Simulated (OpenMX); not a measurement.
NaI under changes of volume

One of the cells (33.899 Å³/atom); the others are scaled copies at fixed shape and fractional positions:

```
CELL_PARAMETERS angstrom
0.00000 3.23640 3.23640
3.23640 0.00000 3.23640
3.23640 3.23640 0.00000
ATOMIC_POSITIONS crystal
I 0.50000 0.50000 0.50000
Na 0.00000 0.00000 0.00000
```

| Property | Result |
| --- | --- |
| Program | OpenMX 3.8.5 |
| Functional | PBE |
| Potentials or basis | OpenMX 2013 PBE set, I7.0-s3p2d2, Na9.0-s3p2, fixed grid of 50 × 50 × 50 points |
| k mesh | 7 × 7 × 7 |
| Occupations | fermi-dirac, width 0.05 eV |
| Spin | no spin polarisation |

```tsv
volume (Å³/atom)	energy over the lowest point (meV/atom)	gap on the mesh (eV)
31.865	?	?
32.543	12.27	3.83
33.221	6.56	3.78
33.899	2.73	3.72
34.577	0.64	3.67
35.255	0.00	3.62
35.933	0.63	3.58
```

Q: What does the run at 31.865 Å³/atom give?

A: Energy over the lowest point 19.98 meV/atom; gap on the mesh 3.89 eV.

Worked out: A Birch-Murnaghan fit of order 3 (a polynomial in V^(-2/3)) to the other rows has its minimum at 35.24 Å³/atom with B0 = V·E''(V) = 15.7 GPa and B' = 6.2. It gives 20.22 meV/atom at 31.865 Å³/atom, against the run's 19.98. A straight line through the other rows of the gap, of slope -2.57 eV per unit of ln V (its deformation potential), extrapolates to 3.88 eV, against the run's 3.89.

Energies are extrapolated to zero smearing.

Caveats: spin-orbit coupling is left out, which moves the levels of the heavy elements; the basis of atomic orbitals isn't converged, which shifts pressures, moduli and gaps.
